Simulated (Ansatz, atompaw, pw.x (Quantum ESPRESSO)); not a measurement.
hydrogen (H): one change to the PAW (atompaw) potential, in the atom and in the bcc crystal

hydrogen, PAW, made with atompaw 4.2.0.5 (PBE, scalar-relativistic). Core none, reference 1s1. Waves: 1s (bound): rc 1.45 bohr; 1s channel at 0.45 Ry: rc 1.45 bohr; 2p channel at -0.05 Ry: rc 1.45 bohr. Local part: bessel scheme, radius 1.25 bohr. Core correction: none. Augmentation charge: besselshape compensation charge, radius 1.10 bohr; PAW radius 1.45 bohr; waves and projectors: custom polynom2 7 10 vanderbiltortho.

Change: local potential bessel scheme, radius 0.62 bohr.

Cutoffs, loose and tight: the cutoffs (Ry, on a coarse ladder) from which the occupation-weighted sum of valence levels, in a spherical-Bessel basis at the reference potential, stays within 10 and 1 mRy of its value at 400 Ry. They see the waves, projectors and local potential, not the compensation charge or the core.

Crystal test: bcc H in pw.x 7.5, no spin, 18³ k-points, Fermi–Dirac smearing 0.01 Ry, cutoffs set for each file from its atomic test. The reference is all-electron LAPW (Ansatz 0.2.0) with the same functional, mesh and smearing; V0 and B0 come from Birch–Murnaghan fits to the pressures at five volumes. Errors are pseudo minus all-electron; Δ is the rms difference of the E(V) curves that follow from these fits, minima aligned, over ±6 % about the mean V0. Mesh and smearing are coarse, so the numbers serve the comparison and aren't converged zero-temperature values; the lattice is a test structure that the element need not adopt.

All-electron: a0 = 1.811 Å (V0 = 2.97 Å³/atom), B0 = 107.8 GPa.

**Question.** Does the change bring the crystal closer to the all-electron result?

**Answer.** The mean pressure error goes from +0.85 to +0.56 GPa, so the change moves the solid closer to the all-electron pressures.

| quantity | base | changed |
| --- | --- | --- |
| outcome (atom) | generated | generated |
| cutoff, loose (atom) | 10 Ry | 10 Ry |
| cutoff, tight (atom) | 15 Ry | 15 Ry |
| bound ghosts (atom) | none | none |
| cutoffs in pw.x (Ry) | 40/400 | 40/400 |
| a0 (Å) | 1.816 | 1.814 |
| a0 error (%) | +0.28 | +0.18 |
| B0 error (%) | +0.1 | -0.3 |
| Δ (meV/atom) | 0.6 | 0.4 |
| mean pressure error (GPa) | +0.85 | +0.56 |

 The atomic cutoffs weigh occupied waves only.
